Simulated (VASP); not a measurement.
# ZnSe (F-43m) in VASP: further runs

The runs below take ZnSe through relaxation of cell and atoms, single point, with PBE+D3(BJ), PBEsol, RPBE.

All numbers are computed with VASP 6.6.1; they aren't measurements. Logs are shortened: lines on timing, memory, paths and dates and some standing lists are left out, and cuts for length are marked.

**Measured values to compare with.**

From “Alloy Disordering Effects on the Thermal Conductivity and Energy Gap Temperature Dependence of Cd1−xZnxSe Ternary Crystals Grown by the Bridgman Method”, 2023, pmc:10253836, for a bulk crystal of ZnSe at 300 K: band gap 2.695 ± 0.003 eV (an exciton energy, a little under the gap).

The results are compared with them further down.

### 1 The structure

It takes space group F-43m (No. 216, cubic). Conventional cell: a = 5.665 Å, b = 5.665 Å, c = 5.665 Å, α = 90.00°, β = 90.00°, γ = 90.00°. Zn (site symmetry -43m) has 4 Se at 2.45 Å as nearest neighbours. Se (site symmetry -43m) is surrounded by 4 Zn at 2.45 Å.

The cell is a database's computed one.

### 2 Relaxation of cell and atoms, PBE+D3(BJ)

The input, INCAR:

```
ALGO = Normal
EDIFF = 1E-7
EDIFFG = -0.005
ENCUT = 600
GGA = PE
IBRION = 2
ISIF = 3
ISMEAR = 0
IVDW = 12
LASPH = T
LCHARG = F
LREAL = F
LWAVE = F
NELM = 60
NSW = 90
PREC = Accurate
SIGMA = 0.02
```

The input, KPOINTS:

```
k-points
0
Gamma
  8 8 8
```

The input, POSCAR:

```
ZnSe
1.0
    0.0000000000      2.8324425400      2.8324425400
    2.8324425400      0.0000000000      2.8324425400
    2.8324425400      2.8324425400      0.0000000000
Zn Se
1 1
Direct
    0.0000000000      0.0000000000      0.0000000000
    0.2500000000      0.2500000000      0.2500000000
```

Potentials or basis: VASP PAW PBE potentials, release 64 (Zn, Se).

Command:

```console
cat potpaw_PBE.64/Zn/POTCAR potpaw_PBE.64/Se/POTCAR > POTCAR
mpirun -np 1 vasp_std > vasp.out
```

OUTCAR:

```text
EDIFF = 1E-7
   EDIFFG = -0.005
   ENCUT = 600
   GGA = PE
   IBRION = 2
   ISIF = 3
   ISMEAR = 0
   IVDW = 12
   LASPH = T
   LREAL = F
   NELM = 60
   NSW = 90
   PREC = Accurate
 IVDW          = 12

 ion  position               nearest neighbor table
   1  0.000  0.000  0.000-   2 2.45   2 2.45   2 2.45   2 2.45
   2  0.250  0.250  0.250-   1 2.45   1 2.45   1 2.45   1 2.45

  LATTYP: Found a face centered cubic cell.
 ALAT       =     5.6648850800

  Lattice vectors:

 A1 = (   0.0000000000,   2.8324425400,   2.8324425400)
 A2 = (   2.8324425400,   0.0000000000,   2.8324425400)
 A3 = (   2.8324425400,   2.8324425400,   0.0000000000)

Analysis of symmetry for initial positions (statically):
=====================================================================
 Subroutine PRICEL returns:
 Original cell was already a primitive cell.

 Routine SETGRP: Setting up the symmetry group for a
 face centered cubic supercell.

 Subroutine GETGRP returns: Found 24 space group operations
 (whereof 24 operations were pure point group operations)
 out of a pool of 48 trial point group operations.

The static configuration has the point symmetry T_d .

Analysis of symmetry for dynamics (positions and initial velocities):
=====================================================================
 Subroutine PRICEL returns:
 Original cell was already a primitive cell.

 Routine SETGRP: Setting up the symmetry group for a
 face centered cubic supercell.

 Subroutine GETGRP returns: Found 24 space group operations
 (whereof 24 operations were pure point group operations)
 out of a pool of 48 trial point group operations.

The dynamic configuration has the point symmetry T_d .

 Subroutine INISYM returns: Found 24 space group operations
 (whereof 24 operations are pure point group operations),
 and found     1 'primitive' translations

----------------------------------------------------------------------------------------

                                     Primitive cell

  volume of cell :      45.4478

  direct lattice vectors                    reciprocal lattice vectors
     0.000000000  2.832442540  2.832442540    -0.176526088  0.176526088  0.176526088
     2.832442540  0.000000000  2.832442540     0.176526088 -0.176526088  0.176526088
     2.832442540  2.832442540  0.000000000     0.176526088  0.176526088 -0.176526088

  length of vectors
     4.005678655  4.005678655  4.005678655     0.305752153  0.305752153  0.305752153

  position of ions in fractional coordinates (direct lattice)
     0.000000000  0.000000000  0.000000000
     0.250000000  0.250000000  0.250000000

  ion indices of the primitive-cell ions
   primitive index   ion index
                 1           1
                 2           2

----------------------------------------------------------------------------------------

 KPOINTS: k-points

Automatic generation of k-mesh.
 Grid dimensions read from file:
 generate k-points for:    8    8    8

 Generating k-lattice:

  Cartesian coordinates                     Fractional coordinates (reciprocal lattice)
    -0.022065761  0.022065761  0.022065761     0.125000000  0.000000000  0.000000000
     0.022065761 -0.022065761  0.022065761     0.000000000  0.125000000  0.000000000
     0.022065761  0.022065761 -0.022065761     0.000000000  0.000000000  0.125000000

  Length of vectors
     0.038219019  0.038219019  0.038219019

  Shift w.r.t. Gamma in fractional coordinates (k-lattice)
     0.000000000  0.000000000  0.000000000

 Subroutine IBZKPT returns following result:
 ===========================================

 Found     29 irreducible k-points:

 Following reciprocal coordinates:
            Coordinates               Weight
  0.000000  0.000000  0.000000      1.000000
  0.125000  0.000000  0.000000      8.000000
  0.250000  0.000000  0.000000      8.000000
  0.375000  0.000000  0.000000      8.000000
  0.500000  0.000000  0.000000      4.000000
  0.125000  0.125000  0.000000      6.000000
[... 16 lines left out ...]
  0.500000  0.250000  0.125000     48.000000
 -0.375000  0.250000  0.125000     24.000000
 [... further k-points ...]
   k-points           NKPTS =     29   k-points in BZ     NKDIM =     29   number of bands    NBANDS=     13
   number of dos      NEDOS =    301   number of ions     NIONS =      2
   total plane-waves  NPLWV =  32768
   dimension x,y,z NGX =    32 NGY =   32 NGZ =   32
   dimension x,y,z NGXF=    64 NGYF=   64 NGZF=   64
   ions per type =               1   1
   NGX,Y,Z   is equivalent  to a cutoff of  13.28, 13.28, 13.28 a.u.
   NGXF,Y,Z  is equivalent  to a cutoff of  26.56, 26.56, 26.56 a.u.
 SYSTEM =  unknown system
   PREC   = accura    normal or accurate (medium, high low for compatibility)
   ISTART =      0    job   : 0-new  1-cont  2-samecut
   ICHARG =      2    charge: 1-file 2-atom 10-const
   ISPIN  =      1    spin polarized calculation?
   LNONCOLLINEAR =      F non collinear calculations
   LSORBIT =      F    spin-orbit coupling
   LASPH  =      T    aspherical Exc in radial PAW
   ENCUT  =  600.0 eV  44.10 Ry    6.64 a.u.   8.00  8.00  8.00*2*pi/ulx,y,z
   NELM   =     60;   NELMIN=  2; NELMDL= -5     # of ELM steps
   EDIFF  = 0.1E-06   stopping-criterion for ELM
   LREAL  =      F    real-space projection
   EDIFFG = -.5E-02   stopping-criterion for IOM
   NSW    =     90    number of steps for IOM
   IBRION =      2    ionic relax: 0-MD 1-quasi-New 2-CG
   NFREE  =      1    steps in history (QN), initial steepest desc. (CG)
   ISIF   =      3    stress and relaxation
   ISYM   =      2    0-nonsym 1-usesym 2-fastsym
   POTIM  = 0.5000    time-step for ionic-motion
   TEBEG  =    0.0;   TEEND  =   0.0 temperature during run
   PSTRESS=    0.0 pullay stress
   NELECT =      18.0000    total number of electrons
   NUPDOWN=      -1.0000    fix difference up-down
   EMIN   =  10.00;   EMAX   =-10.00  energy-range for DOS
   EFERMI =   0.00;   METHOD = LEGACY
   ISMEAR =     0;   SIGMA  =   0.02  broadening in eV -4-tet -1-fermi 0-gaus
   EFERMI_NEDOS =   21; number of points for ismear=-14 and -15
   IALGO  =     38    algorithm
   IMIX   =      4    mixing-type and parameters
     AMIX     =   0.40;   BMIX     =  1.00
     AMIX_MAG =   1.60;   BMIX_MAG =  1.00
  volume/ion in A,a.u.               =      22.72       153.35
  Fermi-wavevector in a.u.,A,eV,Ry     =   1.202249  2.271922 19.665909  1.445404
  Thomas-Fermi vector in A             =   2.338036
   LORBIT       =      0    0 simple, 1 ext, 2 COOP (PROOUT), +10 PAW based schemes
   GGA     = PE    functional components
   LHFCALC =     F    Hartree Fock is set to
   AEXX    =    0.0000 exact exchange contribution
   IVDW    =    12    specifies the selected vdW correction
   LEPSILON=     F    determine dielectric tensor
   LRPA    =     F    only Hartree local field effects (RPA)
 conjugate gradient relaxation of ions
 non-spin polarized calculation
 Gauss-broadening in eV      SIGMA  =   0.02
  energy-cutoff  :      600.00
  volume of cell :       45.45
 maximum number of plane-waves:      1540
   NGX = 17   NGY = 17   NGZ = 17

--------------------------------------- Ionic step        1  -------------------------------------------

 number of electron      17.9999990 magnetization

 Free energy of the ion-electron system (eV)
  ---------------------------------------------------
  ext. energy  EPLUGINS =         0.00000000
  ---------------------------------------------------
  free energy    TOTEN  =        -6.01890392 eV

  energy without entropy =       -6.01890392  energy(sigma->0) =       -6.01890392

------------------------ aborting loop because EDIFF is reached ----------------------------------------

 Edisp (eV)   -0.64558

 E8    (eV) :    -0.2699

  FORCE on cell =-STRESS in cart. coord.  units (eV):
  Direction    XX          YY          ZZ          XY          YZ          ZX
  --------------------------------------------------------------------------------------
  -------------------------------------------------------------------------------------
  Total      -0.02741    -0.02741    -0.02741     0.00000     0.00000     0.00000
  in kB      -0.96631    -0.96631    -0.96631     0.00000     0.00000     0.00000
  external pressure =       -0.97 kB  Pullay stress =        0.00 kB

 VOLUME and BASIS-vectors are now :
 -----------------------------------------------------------------------------
  energy-cutoff  :      600.00
  volume of cell :       45.45
      direct lattice vectors                 reciprocal lattice vectors
     0.000000000  2.832442540  2.832442540    -0.176526088  0.176526088  0.176526088
     2.832442540  0.000000000  2.832442540     0.176526088 -0.176526088  0.176526088
     2.832442540  2.832442540  0.000000000     0.176526088  0.176526088 -0.176526088

 POSITION                                       TOTAL-FORCE (eV/Angst)
 -----------------------------------------------------------------------------------
      0.00000      0.00000      0.00000        -0.000000      0.000000      0.000000
      1.41622      1.41622      1.41622         0.000000     -0.000000     -0.000000
 -----------------------------------------------------------------------------------
    total drift:                                0.000000      0.000000      0.000000

  FREE ENERGIE OF THE ION-ELECTRON SYSTEM (eV)
  ---------------------------------------------------
  free  energy   TOTEN  =        -6.6644794950 eV

  energy  without entropy=       -6.6644794950  energy(sigma->0) =       -6.66447950

--------------------------------------- Ionic step        2  -------------------------------------------

 number of electron      17.9999989 magnetization

 Free energy of the ion-electron system (eV)
  ---------------------------------------------------
  ext. energy  EPLUGINS =         0.00000000
  ---------------------------------------------------
  free energy    TOTEN  =        -6.01750817 eV

  energy without entropy =       -6.01750817  energy(sigma->0) =       -6.01750817

 E-fermi :   1.7290     XC(G=0):  -9.3371

 val. band max:        1.6425623979   @ k =   0.0000   0.0000   0.0000
 cond. band min:       2.9468032592   @ k =   0.0000   0.0000   0.0000
 fundamental gap:      1.3042408613
 Fermi energy:         1.7290132545

 k-point     1 :       0.0000    0.0000    0.0000
  band No.  band energies     occupation
      1     -11.6386      2.00000
      2      -4.9163      2.00000
      3      -4.9163      2.00000
      4      -4.9163      2.00000
      5      -4.5435      2.00000
      6      -4.5435      2.00000
      7       1.6426      2.00000
      8       1.6426      2.00000
      9       1.6426      2.00000
     10       2.9468      0.00000
     11       7.4420      0.00000
     12       7.4420      0.00000
     13       7.4420      0.00000

 k-point     2 :       0.1250    0.0000    0.0000
  band No.  band energies     occupation
      1     -11.5372      2.00000
      2      -4.9096      2.00000
      3      -4.9003      2.00000
      4      -4.9003      2.00000
      5      -4.5449      2.00000
      6      -4.5449      2.00000
      7       0.3225      2.00000
      8       1.4895      2.00000
      9       1.4895      2.00000
     10       3.9316      0.00000
     11       7.3890      0.00000
     12       7.6970      0.00000
     13       7.6970      0.00000
[... 321 lines left out ...]
 k-point    23 :       0.5000    0.2500    0.1250
  band No.  band energies     occupation
      1     -10.8209      2.00000
      2      -4.8208      2.00000
      3      -4.7890      2.00000
      4      -4.6571      2.00000
      5      -4.5311      2.00000
      6      -4.4790      2.00000
      7      -2.7198      2.00000
      8      -0.6431      2.00000
      9       0.3508      2.00000
     10       5.9138      0.00000
     11       7.1981      0.00000
     12       8.3482      0.00000
     13       9.8967      0.00000

 k-point    24 :      -0.3750    0.2500    0.1250
  band No.  band energies     occupation
      1     -10.7110      2.00000
      2      -4.8123      2.00000
      3      -4.7746      2.00000
      4      -4.5759      2.00000
      5      -4.5365      2.00000
      6      -4.3328      2.00000
      7      -3.2698      2.00000
      8      -0.7784      2.00000
      9       0.1697      2.00000
     10       5.8810      0.00000
     11       7.1880      0.00000
     12       9.0605      0.00000
     13      10.3242      0.00000

 [... further k-points ...]

------------------------ aborting loop because EDIFF is reached ----------------------------------------

 Edisp (eV)   -0.64700

 E8    (eV) :    -0.2705

  FORCE on cell =-STRESS in cart. coord.  units (eV):
  Direction    XX          YY          ZZ          XY          YZ          ZX
  --------------------------------------------------------------------------------------
  -------------------------------------------------------------------------------------
  Total       0.00107     0.00107     0.00107    -0.00000     0.00000     0.00000
  in kB       0.03774     0.03774     0.03774    -0.00000     0.00000     0.00000
  external pressure =        0.04 kB  Pullay stress =        0.00 kB

 VOLUME and BASIS-vectors are now :
 -----------------------------------------------------------------------------
  energy-cutoff  :      600.00
  volume of cell :       45.36
      direct lattice vectors                 reciprocal lattice vectors
     0.000000000  2.830569786  2.830569786    -0.176642880  0.176642880  0.176642880
     2.830569786  0.000000000  2.830569786     0.176642880 -0.176642880  0.176642880
     2.830569786  2.830569786  0.000000000     0.176642880  0.176642880 -0.176642880

 POSITION                                       TOTAL-FORCE (eV/Angst)
 -----------------------------------------------------------------------------------
      5.66114      2.83057      2.83057        -0.000000     -0.000000     -0.000000
      1.41528      1.41528      1.41528         0.000000      0.000000      0.000000
 -----------------------------------------------------------------------------------
    total drift:                                0.000000      0.000000      0.000000

  FREE ENERGIE OF THE ION-ELECTRON SYSTEM (eV)
  ---------------------------------------------------
  free  energy   TOTEN  =        -6.6645072417 eV

  energy  without entropy=       -6.6645072417  energy(sigma->0) =       -6.66450724

 reached required accuracy - stopping structural energy minimisation
```

Wall time 27 s (1 thread of Intel Xeon Platinum 8488C (Sapphire Rapids), shared host); peak memory 0.2 GiB.

What came out:

| Item | Value |
| --- | --- |
| Free energy | -6.6645 eV |
| Relaxed volume | 22.68 Å³/atom |
| Relaxed cell | a = 4.003 Å, b = 4.003 Å, c = 4.003 Å, α = 60.00°, β = 60.00°, γ = 60.00° |
| Space group after relaxing (to 0.05 Å) | F-43m (No. 216) |
| Energy gained by relaxing | 0.0 meV/atom |
| Ionic steps | 2 |
| Pressure after relaxing | 0.0 GPa |
| Band gap on the k mesh | 1.30 eV, direct |
| Dispersion energy per atom | -0.324 eV |

Final structure:
```
Zn Se
1.0
     0.00000    2.83057    2.83057
     2.83057    0.00000    2.83057
     2.83057    2.83057    0.00000
Zn Se
1 1
Direct
  0.00000 0.00000 0.00000
  0.25000 0.25000 0.25000
```

### 3 Relaxation of cell and atoms, PBEsol

Changes to INCAR since step 2:

```diff
@@ -3,4 +3,4 @@
 EDIFFG = -0.005
-ENCUT = 600
-GGA = PE
+ENCUT = 300
+GGA = PS
 IBRION = 2
@@ -8,3 +8,2 @@
 ISMEAR = 0
-IVDW = 12
 LASPH = T
```

KPOINTS is that of step 2.

POSCAR is that of step 2.

Potentials or basis: VASP PAW PBE potentials, release 64 (Zn, Se).

Command:

```console
cat potpaw_PBE.64/Zn/POTCAR potpaw_PBE.64/Se/POTCAR > POTCAR
mpirun -np 1 vasp_std > vasp.out
```

Wall time 22 s (1 thread of Intel Xeon Platinum 8488C (Sapphire Rapids), shared host); peak memory 0.14 GiB.

The run converged, but some of its settings lie outside the range that counts as converged, so its numbers aren't taken as properties of the crystal.

What came out:

- Free energy: -6.7705 eV
- Relaxed volume: 22.41 Å³/atom
- Relaxed cell: a = 3.987 Å, b = 3.987 Å, c = 3.987 Å, α = 60.00°, β = 60.00°, γ = 60.00°
- Space group after relaxing (to 0.05 Å): F-43m (No. 216)
- Energy gained by relaxing: 0.9 meV/atom
- Ionic steps: 3
- Band gap on the k mesh: 1.23 eV, direct

Caveat: the cutoff is under 1.25 times the usual one of these potentials, so pressure, stress and relaxed cells hold a basis-set (Pulay) error; the PAW data sets were made with another functional, which shifts forces and pressure a little.

### 4 Relaxation of cell and atoms, PBEsol

Changes to INCAR since step 3:

```diff
@@ -3,3 +3,3 @@
 EDIFFG = -0.005
-ENCUT = 300
+ENCUT = 600
 GGA = PS
```

The input, KPOINTS:

```
k-points
0
Gamma
  4 4 4
```

POSCAR is that of step 3.

Command:

```console
cat potpaw_PBE.64/Zn/POTCAR potpaw_PBE.64/Se/POTCAR > POTCAR
mpirun -np 1 vasp_std > vasp.out
```

Wall time 18 s (1 thread of Intel Xeon Platinum 8488C (Sapphire Rapids), shared host); peak memory 0.18 GiB.

The run converged. Its results:

| Quantity | Value |
| --- | --- |
| Free energy | -6.7006 eV |
| Relaxed volume | 22.56 Å³/atom |
| Relaxed cell | a = 3.996 Å, b = 3.996 Å, c = 3.996 Å, α = 60.00°, β = 60.00°, γ = 60.00° |
| Space group after relaxing (to 0.05 Å) | F-43m (No. 216) |
| Energy gained by relaxing | 0.2 meV/atom |
| Ionic steps | 3 |
| Pressure after relaxing | 0.0 GPa |
| Band gap on the k mesh | 1.19 eV, direct |

The path:
| step | energy change (eV) | largest force (eV/Å) | pressure (GPa) | volume (Å³) |
| --- | --- | --- | --- | --- |
| 1 | 0.0000 | 0.0000 | -0.46 | 45.45 |
| 2 | -0.0004 | 0.0000 | 0.14 | 45.02 |
| 3 | -0.0005 | 0.0000 | 0.02 | 45.12 |

Final structure:
```cif
data_structure
_symmetry_space_group_name_H-M 'P 1'
_symmetry_Int_Tables_number 1
_cell_length_a 3.9959
_cell_length_b 3.9959
_cell_length_c 3.9959
_cell_angle_alpha 60.000
_cell_angle_beta 60.000
_cell_angle_gamma 60.000
_cell_volume 45.12
loop_
_atom_site_label
_atom_site_type_symbol
_atom_site_fract_x
_atom_site_fract_y
_atom_site_fract_z
_atom_site_occupancy
Zn1 Zn 0.00000 0.00000 0.00000 1
Se1 Se 0.25000 0.25000 0.25000 1
```

Levels at points of the mesh, in eV from the valence-band top:
```
           k point  band 5  band 6  band 7  band 8  band 9  band 10  band 11  band 12  band 13
(0.00, 0.00, 0.00)   -6.24   -6.24    0.00    0.00    0.00     1.19     5.70     5.70     5.70
(0.50, 0.00, 0.00)   -6.22   -6.08   -5.35   -0.89   -0.89     2.44     6.28     6.28     8.42
(0.50, 0.50, 0.00)   -6.19   -6.06   -4.85   -2.25   -2.25     2.80     3.35    10.67    11.21
```

Caveat: the k mesh is coarse (spacing up to 0.48 Å⁻¹), so the values aren't converged; the PAW data sets were made with another functional, which shifts forces and pressure a little. A hybrid or GW would open this gap; PBEsol tends to underestimate it.

### 5 Single point, PBEsol

The input, INCAR:

```
ALGO = Normal
EDIFF = 1E-6
ENCUT = 520
GGA = PS
ISIF = 2
ISMEAR = 0
LASPH = T
LCHARG = F
LREAL = F
LWAVE = F
NBANDS = 16
NELM = 60
PREC = Accurate
SIGMA = 0.02
```

The input, KPOINTS:

```
k-points
0
Gamma
  8 8 8
```

POSCAR is that of step 4.

Command:

```console
cat potpaw_PBE.64/Zn/POTCAR potpaw_PBE.64/Se/POTCAR > POTCAR
mpirun -np 1 vasp_std > vasp.out
```

It took 21 s on 1 thread of Intel Xeon Platinum 8488C (Sapphire Rapids), shared host; peak memory 0.18 GiB.

It converged, with:

```yaml
Free_energy: -6.7719 eV
Pressure: -0.8 GPa
Band_gap_on_the_k_mesh: 1.18 eV, direct
```

Levels at points of the mesh, in eV from the valence-band top:
```
           k point  band 5  band 6  band 7  band 8  band 9  band 10  band 11  band 12  band 13  band 14
(0.00, 0.00, 0.00)   -6.19   -6.19    0.00    0.00    0.00     1.18     5.73     5.73     5.73     9.74
(0.50, 0.00, 0.00)   -6.17   -6.03   -5.29   -0.88   -0.88     2.45     6.30     6.30     8.41    10.82
(0.50, 0.50, 0.00)   -6.14   -6.01   -4.79   -2.21   -2.21     2.83     3.37    10.62    11.18    11.18
```

Caveat: the PAW data sets were made with another functional, which shifts forces and pressure a little.

(Part 1 of 2 ends here.)
